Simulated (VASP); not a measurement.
# Ba (Pm-3m) in VASP: a series of runs

One crystal, Ba, is run at these levels: PBE; tasks: single point.

All numbers are computed with VASP 6.6.1; they aren't measurements. Logs are shortened: lines on timing, memory, paths and dates and some standing lists are left out, and cuts for length are marked.

### Step 1. Starting point

The structure is cubic, space group Pm-3m (No. 221). The conventional cell has a = 3.918 Å, b = 3.918 Å, c = 3.918 Å, α = 90.00°, β = 90.00°, γ = 90.00°. Around Ba (site symmetry m-3m) lie 6 Ba at 3.92 Å.

This isn't the form of Ba at room conditions, which is bcc.

### Step 2. Single point, PBE

File INCAR:

```
PREC = Accurate
ENCUT = 450
EDIFF = 1E-6
ISMEAR = 1
SIGMA = 0.05
LREAL = F
LASPH = T
NELM = 100
ALGO = Normal
ISIF = 2
LWAVE = F
LCHARG = F
GGA = PE
ADDGRID = F
```

File KPOINTS:

```
regular mesh
0
Gamma
  14 14 14
```

File POSCAR:

```
Ba
1.0
    3.9784390000     -0.0454340000      0.0410850000
   -0.0454340000      3.9110040000      0.0402290000
    0.0410850000      0.0402290000      3.8659060000
Ba
1
Direct
   -0.0007550000      0.0095990000     -0.0077320000
```

Potentials or basis: VASP PAW PBE potentials, release 64 (Ba_sv).

Started as:

```console
$ cat potpaw_PBE.64/Ba_sv/POTCAR > POTCAR
$ mpirun -np 1 vasp_std > vasp.out
```

OUTCAR:

```text
PREC = Accurate
   ENCUT = 450
   EDIFF = 1E-6
   ISMEAR = 1
   LREAL = F
   LASPH = T
   NELM = 100
   ISIF = 2
   GGA = PE

 Found   1376 irreducible k-points:

 Following reciprocal coordinates:
            Coordinates               Weight
  0.000000  0.000000  0.000000      1.000000
  0.071429  0.000000 -0.000000      2.000000
  0.142857 -0.000000 -0.000000      2.000000
  0.214286 -0.000000 -0.000000      2.000000
  0.285714 -0.000000 -0.000000      2.000000
  0.357143 -0.000000  0.000000      2.000000
   k-points           NKPTS =   1376   k-points in BZ     NKDIM =   1376   number of bands    NBANDS=      9
   number of dos      NEDOS =    301   number of ions     NIONS =      1
   total plane-waves  NPLWV =  21952
   dimension x,y,z NGX =    28 NGY =   28 NGZ =   28
   dimension x,y,z NGXF=    56 NGYF=   56 NGZF=   56
   ions per type =               1
   NGX,Y,Z   is equivalent  to a cutoff of  11.70, 11.90, 12.04 a.u.
   NGXF,Y,Z  is equivalent  to a cutoff of  23.40, 23.80, 24.08 a.u.
 SYSTEM =  unknown system
   PREC   = accura    normal or accurate (medium, high low for compatibility)
   ISTART =      0    job   : 0-new  1-cont  2-samecut
   ICHARG =      2    charge: 1-file 2-atom 10-const
   ISPIN  =      1    spin polarized calculation?
   LNONCOLLINEAR =      F non collinear calculations
   LSORBIT =      F    spin-orbit coupling
   LASPH  =      T    aspherical Exc in radial PAW
   ENCUT  =  450.0 eV  33.07 Ry    5.75 a.u.   6.88  6.77  6.69*2*pi/ulx,y,z
   NELM   =    100;   NELMIN=  2; NELMDL= -5     # of ELM steps
   EDIFF  = 0.1E-05   stopping-criterion for ELM
   LREAL  =      F    real-space projection
   EDIFFG = 0.1E-04   stopping-criterion for IOM
   NSW    =      0    number of steps for IOM
   IBRION =     -1    ionic relax: 0-MD 1-quasi-New 2-CG
   NFREE  =      0    steps in history (QN), initial steepest desc. (CG)
   ISIF   =      2    stress and relaxation
   ISYM   =      2    0-nonsym 1-usesym 2-fastsym
   POTIM  = 0.5000    time-step for ionic-motion
   TEBEG  =    0.0;   TEEND  =   0.0 temperature during run
   PSTRESS=    0.0 pullay stress
   NELECT =      10.0000    total number of electrons
   NUPDOWN=      -1.0000    fix difference up-down
   EMIN   =  10.00;   EMAX   =-10.00  energy-range for DOS
   EFERMI =   0.00;   METHOD = LEGACY
   ISMEAR =     1;   SIGMA  =   0.05  broadening in eV -4-tet -1-fermi 0-gaus
   EFERMI_NEDOS =   21; number of points for ismear=-14 and -15
   IALGO  =     38    algorithm
   IMIX   =      4    mixing-type and parameters
     AMIX     =   0.40;   BMIX     =  1.00
     AMIX_MAG =   1.60;   BMIX_MAG =  1.00
  volume/ion in A,a.u.               =      60.13       405.78
  Fermi-wavevector in a.u.,A,eV,Ry     =   0.900275  1.701272 11.027447  0.810495
  Thomas-Fermi vector in A             =   2.023212
   LORBIT       =      0    0 simple, 1 ext, 2 COOP (PROOUT), +10 PAW based schemes
   GGA     = PE    functional components
   LHFCALC =     F    Hartree Fock is set to
   AEXX    =    0.0000 exact exchange contribution
   IVDW    =     0    specifies the selected vdW correction
   LEPSILON=     F    determine dielectric tensor
   LRPA    =     F    only Hartree local field effects (RPA)
 non-spin polarized calculation
 Methfessel and Paxton  Order N= 1 SIGMA  =   0.05
  energy-cutoff  :      450.00
  volume of cell :       60.13
 maximum number of plane-waves:      1323
   NGX = 13   NGY = 13   NGZ = 13

 number of electron      10.0000000 magnetization

 number of electron       9.9999999 magnetization

 Free energy of the ion-electron system (eV)
  ---------------------------------------------------
  ext. energy  EPLUGINS =         0.00000000
  ---------------------------------------------------
  free energy    TOTEN  =        -1.59544794 eV

  energy without entropy =       -1.59546699  energy(sigma->0) =       -1.59545429

 E-fermi :   1.7145     XC(G=0):  -7.5432

 val. band max:        1.6974104246   @ k =   0.2143   0.5000   0.1429
 cond. band min:       1.7250909187   @ k =   0.4286   0.4286   0.4286
 fundamental gap:      0.0276804941
 Fermi energy:         1.7144518402

 k-point     1 :       0.0000    0.0000    0.0000
  band No.  band energies     occupation
      1     -27.4119      2.00000
      2     -12.2639      2.00000
      3     -12.2192      2.00000
      4     -12.1864      2.00000
      5      -0.8507      2.00000
      6       1.7589     -0.01878
      7       1.7667     -0.05844
      8       6.6084      0.00000
      9       6.6922      0.00000

 k-point     2 :       0.0714    0.0000   -0.0000
  band No.  band energies     occupation
      1     -27.4093      2.00000
      2     -12.3000      2.00000
      3     -12.2164      2.00000
      4     -12.1835      2.00000
      5      -0.7740      2.00000
      6       1.7817     -0.06718
      7       1.8400     -0.00221
      8       6.4043      0.00000
      9       6.4998      0.00000

 k-point     3 :       0.1429   -0.0000   -0.0000
  band No.  band energies     occupation
      1     -27.4018      2.00000
      2     -12.3998      2.00000
      3     -12.2081      2.00000
      4     -12.1753      2.00000
      5      -0.5590      2.00000
      6       1.8456     -0.00131
      7       2.0480     -0.00000
      8       5.9705      0.00000
      9       6.0752      0.00000

 k-point     4 :       0.2143   -0.0000   -0.0000
  band No.  band energies     occupation
      1     -27.3909      2.00000
      2     -12.5393      2.00000
      3     -12.1959      2.00000
      4     -12.1633      2.00000
      5      -0.2433      2.00000
      6       1.9425     -0.00000
      7       2.3376     -0.00000
      8       5.4922      0.00000
      9       5.6038      0.00000

 k-point     5 :       0.2857   -0.0000   -0.0000
  band No.  band energies     occupation
      1     -27.3788      2.00000
      2     -12.6881      2.00000
      3     -12.1823      2.00000
      4     -12.1500      2.00000
      5       0.1288      2.00000
      6       2.0570     -0.00000
      7       2.5929     -0.00000
      8       5.0696      0.00000
      9       5.1846      0.00000

 k-point     6 :       0.3571   -0.0000    0.0000
  band No.  band energies     occupation
      1     -27.3678      2.00000
      2     -12.8173      2.00000
      3     -12.1700      2.00000
      4     -12.1379      2.00000
      5       0.5117      2.00000
      6       2.1676     -0.00000
      7       2.6763     -0.00000
      8       4.7460      0.00000
      9       4.8632      0.00000

 [... further k-points ...]
[... 5 lines left out ...]
  --------------------------------------------------------------------------------------
  -------------------------------------------------------------------------------------
  Total       -0.0715909      0.1309865      0.2841112     -0.0503850      0.0369354      0.0423177
  in kB       -1.9075202      3.4900987      7.5700629     -1.3424954      0.9841345      1.1275434
  external PRESSURE =       3.0508805 kB  Pullay stress =       0.0000000 kB

 VOLUME and BASIS-vectors are now :
 -----------------------------------------------------------------------------
  energy-cutoff  :      450.00
  volume of cell :       60.13
      direct lattice vectors                 reciprocal lattice vectors
     3.978439000 -0.045434000  0.041085000     0.251416447  0.002948496 -0.002702616
    -0.045434000  3.911004000  0.040229000     0.002948496  0.255750771 -0.002692703
     0.041085000  0.040229000  3.865906000    -0.002702616 -0.002692703  0.258728319

 POSITION                                       TOTAL-FORCE (eV/Angst)
 -----------------------------------------------------------------------------------
      4.01577      0.03206      3.87745         0.000000      0.000000      0.000000
 -----------------------------------------------------------------------------------
    total drift:                               -0.000000     -0.000001     -0.000001

  FREE ENERGIE OF THE ION-ELECTRON SYSTEM (eV)
  ---------------------------------------------------
  free  energy   TOTEN  =        -1.5954479440 eV

  energy  without entropy=       -1.5954669855  energy(sigma->0) =       -1.59545429
```

Run time: 5.7 min. Hardware: 1 thread of Intel Xeon Platinum 8259CL at 2.50GHz (Skylake/Cascade Lake), shared host; peak memory 0.7 GiB.

The run converged, but some of its settings lie outside the range that counts as converged, so its numbers aren't taken as properties of the crystal.

Results:

* Free energy: -1.5954 eV
* Pressure: 0.3 GPa
* Band gap on the k mesh: none (metal or under the smearing width)

### Step 3. Single point, PBE

INCAR: that of step 2 with these lines changed.

```diff
@@ -4,3 +4,3 @@
 ISMEAR = 1
-SIGMA = 0.05
+SIGMA = 0.02
 LREAL = F
```

KPOINTS is that of step 2.

File POSCAR:

```
Ba
1.0
    3.9177175405      0.0000000000      0.0000000000
    0.0000000000      3.9177175405      0.0000000000
    0.0000000000      0.0000000000      3.9177175405
Ba
1
Direct
    0.0000000000      0.0000000000      0.0000000000
```

Potentials or basis: VASP PAW PBE potentials, release 64 (Ba_sv).

Started as:

```console
$ cat potpaw_PBE.64/Ba_sv/POTCAR > POTCAR
$ mpirun -np 1 vasp_std > vasp.out
```

OUTCAR:

```text
PREC = Accurate
   ENCUT = 450
   EDIFF = 1E-6
   ISMEAR = 1
   LREAL = F
   LASPH = T
   NELM = 100
   ISIF = 2
   GGA = PE

 Found    120 irreducible k-points:

 Following reciprocal coordinates:
            Coordinates               Weight
  0.000000  0.000000  0.000000      1.000000
  0.071429  0.000000  0.000000      6.000000
  0.142857  0.000000  0.000000      6.000000
  0.214286  0.000000  0.000000      6.000000
  0.285714  0.000000  0.000000      6.000000
  0.357143  0.000000  0.000000      6.000000
[... 141 lines left out ...]
      3     -12.1678      2.00000
      4     -12.1678      2.00000
      5       0.5557      2.00000
      6       2.2170      0.00000
      7       2.7855      0.00000
      8       4.6833      0.00000
      9       4.6833      0.00000

 [... further k-points ...]
[... 5 lines left out ...]
  --------------------------------------------------------------------------------------
  -------------------------------------------------------------------------------------
  Total        0.1197397      0.1197397      0.1197397      0.0000000      0.0000000     -0.0000000
  in kB        3.1904307      3.1904307      3.1904307      0.0000000      0.0000000     -0.0000000
  external PRESSURE =       3.1904307 kB  Pullay stress =       0.0000000 kB

 VOLUME and BASIS-vectors are now :
 -----------------------------------------------------------------------------
  energy-cutoff  :      450.00
  volume of cell :       60.13
      direct lattice vectors                 reciprocal lattice vectors
     3.917717540  0.000000000  0.000000000     0.255250663  0.000000000  0.000000000
     0.000000000  3.917717540  0.000000000     0.000000000  0.255250663  0.000000000
     0.000000000  0.000000000  3.917717540     0.000000000  0.000000000  0.255250663

 POSITION                                       TOTAL-FORCE (eV/Angst)
 -----------------------------------------------------------------------------------
      0.00000      0.00000      0.00000         0.000000      0.000000      0.000000
 -----------------------------------------------------------------------------------
    total drift:                               -0.000000     -0.000000     -0.000000

  FREE ENERGIE OF THE ION-ELECTRON SYSTEM (eV)
  ---------------------------------------------------
  free  energy   TOTEN  =        -1.5964777033 eV

  energy  without entropy=       -1.5965129931  energy(sigma->0) =       -1.59648947
```

OSZICAR:

```text
N       E                     dE             d eps       ncg     rms          rms(c)
DAV:   1     0.546827590682E+02    0.54683E+02   -0.40726E+03  2160   0.820E+02
DAV:   2     0.482539777869E+00   -0.54200E+02   -0.53537E+02  2605   0.149E+02
DAV:   3    -0.155131880966E+01   -0.20339E+01   -0.20151E+01  2723   0.330E+01
DAV:   4    -0.159741502998E+01   -0.46096E-01   -0.46087E-01  3349   0.430E+00
DAV:   5    -0.159797776615E+01   -0.56274E-03   -0.56270E-03  3034   0.286E-01    0.195E+00
DAV:   6    -0.159605863768E+01    0.19191E-02   -0.74668E-03  2786   0.839E-01    0.115E+00
DAV:   7    -0.159614434729E+01   -0.85710E-04   -0.17940E-02  2648   0.133E+00    0.748E-02
DAV:   8    -0.159647645810E+01   -0.33211E-03   -0.64180E-04  3039   0.215E-01    0.153E-02
DAV:   9    -0.159647958097E+01   -0.31229E-05   -0.17205E-05  3199   0.290E-02    0.483E-03
DAV:  10    -0.159647780131E+01    0.17797E-05   -0.17231E-06  3050   0.135E-02    0.790E-04
DAV:  11    -0.159647770330E+01    0.98014E-07   -0.26028E-08  1521   0.141E-03
   1 F= -.15964777E+01 E0= -.15964895E+01  d E =0.352898E-04
```

stdout:

```text
POSCAR found type information on POSCAR Ba
 POSCAR found :  1 types and       1 ions
 scaLAPACK will be used
 LDA part: xc-table for (Slater+PW92), standard interpolation
 POSCAR, INCAR and KPOINTS ok, starting setup
 FFT: planning ... GRIDC
 FFT: planning ... GRID_SOFT
 FFT: planning ... GRID
 WAVECAR not read
 entering main loop
```

Wall time 28 s (1 thread of Intel Xeon Platinum 8259CL at 2.50GHz (Skylake/Cascade Lake), shared host); peak memory 0.19 GiB.

The run converged, but some of its settings lie outside the range that counts as converged, so its numbers aren't taken as properties of the crystal.

Results:

```
Free energy            : -1.5965 eV
Pressure               : 0.3 GPa
Band gap on the k mesh : none (metal or under the smearing width)
```

### Step 4. Single point, PBE

INCAR is that of step 3.

KPOINTS is that of step 3.

File POSCAR:

```
Ba
1.0
    3.9784390000     -0.0454340000      0.0410850000
   -0.0454340000      3.9110040000      0.0402290000
    0.0410850000      0.0402290000      3.8659060000
Ba
1
Direct
   -0.0007550000      0.0095990000     -0.0077320000
```

Started as:

```console
$ cat potpaw_PBE.64/Ba_sv/POTCAR > POTCAR
$ mpirun -np 1 vasp_std > vasp.out
```

Wall time 5.3 min (1 thread of Intel Xeon Platinum 8259CL at 2.50GHz (Skylake/Cascade Lake), shared host); peak memory 0.7 GiB.

The run converged, but some of its settings lie outside the range that counts as converged, so its numbers aren't taken as properties of the crystal.

Results:

- Free energy: -1.5955 eV
- Pressure: 0.3 GPa
- Band gap on the k mesh: none (metal or under the smearing width)

[end of part 1 of 2]
